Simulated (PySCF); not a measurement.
Species: C4H9NO.
Atom-mapped SMILES: `[CH2:1]1[CH2:2][O:3][CH2:4][CH2:5][NH:6]1` (hydrogens: H7, H8 on C1; H9, H10 on C2; H11, H12 on C4; H13, H14 on C5; H15 on N6)

Cartesian coordinates in Å at the PBE0-D3(BJ)/def2-SVP level; atoms count from 1:
```xyz
15
C4H9NO angstrom
C     -0.9989    0.8802    0.3778
C     -1.2111   -0.0892   -0.7774
O     -0.0106   -0.3238   -1.4689
C      0.9995   -0.8188   -0.6273
C      1.2678    0.1360    0.5280
N      0.0639    0.4595    1.2731
H     -1.9332    1.0143    0.9467
H     -0.7287    1.8679   -0.0369
H     -1.6204   -1.0472   -0.3869
H     -1.9312    0.3087   -1.5094
H      0.7077   -1.8140   -0.2237
H      1.8964   -0.9613   -1.2508
H      1.6839    1.0745    0.1204
H      2.0255   -0.2836    1.2097
H     -0.2387   -0.3582    1.8015
```

Computed with PySCF at PBE0/def2-SVPD, non-relativistic, on one gas-phase PBE0-D3(BJ)/def2-SVP geometry that isn't relaxed in the solvent. The solvent is an IEF-PCM continuum (Bondi radii, 1.10 Å for H, scaled by 1.2), and excitations are vertical TDDFT with non-equilibrium linear response and a frozen core. The model holds no explicit solvent molecules, cavitation or dispersion.

Gas-phase singlets (H = HOMO, L = LUMO):

```
state  E (eV)  λ (nm)      f  leading configuration
   S1   5.760     215  0.014                H→L 95%
   S2   6.498     191  0.047              H→L+1 87%
   S3   6.501     191  0.045              H→L+2 87%
   S4   6.793     183  0.006              H→L+3 90%
   S5   7.115     174  0.004              H→L+4 97%
```

What are the lowest 5 singlets in chloroform (ε = 4.711)?

| state | E (eV) | λ (nm) | f | leading configuration | change by rank (eV) |
| --- | --- | --- | --- | --- | --- |
| S1 | 5.919 | 209 | 0.015 | H→L 95% | +0.159 |
| S2 | 6.581 | 188 | 0.062 | H→L+2 98% | +0.083 |
| S3 | 6.667 | 186 | 0.056 | H→L+1 99% | +0.166 |
| S4 | 6.831 | 182 | 0.006 | H→L+3 90% | +0.038 |
| S5 | 7.196 | 172 | 0.002 | H→L+4 97% | +0.081 |

Give the list for acetonitrile (ε = 35.69), n² = 1.81.

```
state  E (eV)  λ (nm)      f  leading configuration  change by rank (eV)
   S1   5.987     207  0.014                H→L 95%               +0.227
   S2   6.626     187  0.059              H→L+1 96%               +0.128
   S3   6.748     184  0.052              H→L+2 99%               +0.247
   S4   6.840     181  0.006              H→L+3 90%               +0.047
   S5   7.255     171  0.001              H→L+4 96%               +0.140
```

How do the frontier levels move from gas to acetonitrile?

```csv
orbital,gas (eV),solvent (eV),change (eV),"Löwdin shares, gas","Löwdin shares, solvent"
LUMO+2,1.42,1.58,+0.16,"H13 15 %, H8 15 %, O3 14 %, H9 8 %","H14 10 %, H7 9 %, C5 9 %, C1 8 %"
LUMO+1,1.32,1.57,+0.25,"H7 10 %, H14 10 %, C1 8 %, C5 8 %","O3 17 %, H8 14 %, H13 14 %, H11 10 %"
LUMO,0.72,0.93,+0.21,"H15 12 %, C4 10 %, C2 10 %, C1 9 %","C2 11 %, C4 11 %, O3 10 %, C1 10 %"
HOMO,-6.25,-6.24,+0.01,"N6 42 %, O3 13 %, C1 9 %, C5 9 %","N6 42 %, O3 13 %, C1 9 %, C5 9 %"
HOMO-1,-7.97,-7.98,-0.01,"O3 51 %, N6 14 %, C4 8 %, C2 8 %","O3 49 %, N6 13 %, C4 9 %, C2 9 %"
HOMO-2,-9.16,-9.12,+0.04,"O3 37 %, N6 12 %, C1 9 %, C5 9 %","O3 32 %, N6 13 %, C1 10 %, C5 10 %"
HOMO-3,-9.92,-9.76,+0.16,"C2 17 %, C4 17 %, C1 10 %, C5 10 %","C2 17 %, C4 17 %, C1 10 %, C5 10 %"
```

The HOMO–LUMO gap goes from 6.96 to 7.17 eV. Rows go by rank; for LUMO+1 and LUMO+2 the atom shares or the degeneracy differ between the runs, so the row needn't follow one orbital.

The run took 33 s on an Arm Neoverse N1 with one thread, shared host with 64 logical CPUs at a one-minute load of 16, and the process peaked at 0.93 GiB of memory. This is the whole response run at PBE0/def2-SVPD in acetonitrile, SCF included.
